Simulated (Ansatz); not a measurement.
**Arsenic, A15 under RPBE: structure and ground-state energy**

The plan for arsenic in the A15 structure: relax it, then solve it on a dense k-mesh. Spin polarisation is left out. The k-meshes are 5×5×5 for the relaxation; 6×6×6 for the dense run.

Method: DFT RPBE, plane waves (420 eV) with PAW, scalar-relativistic; the PAW data stem from PBE, with regenerated cores, in Ansatz 0.2.0.

### Step 1. The structure to begin with

It takes space group Pm-3n (No. 223, cubic). The conventional cell has a = 5.271 Å, b = 5.271 Å, c = 5.271 Å, α = 90.00°, β = 90.00°, γ = 90.00°. Around As (site symmetry m-3) lie 12 As at 2.95 Å. Around As (site symmetry -4m2) lie 6 As at 2.64 to 2.95 Å.

Structure file:

```
CELL_PARAMETERS angstrom
5.27053 0.00000 0.00000
0.00000 5.27053 0.00000
0.00000 0.00000 5.27053
ATOMIC_POSITIONS crystal
As 0.00000 0.00000 0.00000
As 0.50000 0.50000 0.50000
As 0.25000 0.00000 0.50000
As 0.75000 0.00000 0.50000
As 0.50000 0.25000 0.00000
As 0.50000 0.75000 0.00000
As 0.00000 0.50000 0.25000
As 0.00000 0.50000 0.75000
```

### Step 2. Relaxing cell and atoms

The input, input.yaml:

```yaml
crystal:
  lattice:
    - [5.2705306221, 0.0, 0.0]
    - [0.0, 5.2705306221, 0.0]
    - [0.0, 0.0, 5.2705306221]
  atoms:
    - { symbol: As, position: [0.0, 0.0, 0.0] }
    - { symbol: As, position: [0.5, 0.5, 0.5] }
    - { symbol: As, position: [0.25, 0.0, 0.5] }
    - { symbol: As, position: [0.75, 0.0, 0.5] }
    - { symbol: As, position: [0.5, 0.25, 0.0] }
    - { symbol: As, position: [0.5, 0.75, 0.0] }
    - { symbol: As, position: [0.0, 0.5, 0.25] }
    - { symbol: As, position: [0.0, 0.5, 0.75] }
hamiltonian:
  xc: rpbe
  pseudopotentials:
    kind: paw
    azcp:
      As: "pseudopotentials/As.paw.azcp"
basis:
  ecutwfc: 420
  fft_grid_basis: typed
kpoints:
  mp_grid: { grid: [5, 5, 5], shift: [0, 0, 0] }
magnetization:
  spin_polarized: false
scf:
  occupations: { method: fermi_dirac, width: 0.1 }
relax:
  max_steps: 60
  f_tol: 0.01
  cell: {}
output:
  write_density: true
  write_potential: true
  elf: true
  volumetric_format: npy
```

Started as:

```sh
$ ansatz run input.yaml --threads 4 --pin off --max-ram 8192MiB --backend cpu --events-out ev --progress --plain --runs-dir out
```

Further steps of the session: The energy on a finer k-mesh.

Before running it: what results should come out? Wanted: space group; conventional cell; volume; shortest distance; gap on the mesh; relative to grey arsenic; highest ELF outside the cores.

**Answer**, as computed:

| quantity | value |
| --- | --- |
| space group (spins left aside) | Pm-3n (No. 223) |
| conventional cell | a = 5.437 Å |
| volume | 20.092 Å³/atom |
| shortest distance | 2.719 Å |
| gap on the mesh | none (levels filled in part) |
| relative to grey arsenic (A7) | +714 meV/atom |
| highest ELF outside the cores | 0.65, 0.82 Å from the nearest atom |

From the guessed start the volume grew by 9.8 % in 7 steps. Against the reference form of arsenic (grey arsenic (A7), computed apart with the same settings) it stands 714 meV/atom higher. No gap shows: it is a metal or semimetal at this level. Relaxation kept the symmetry; phonons were not checked.
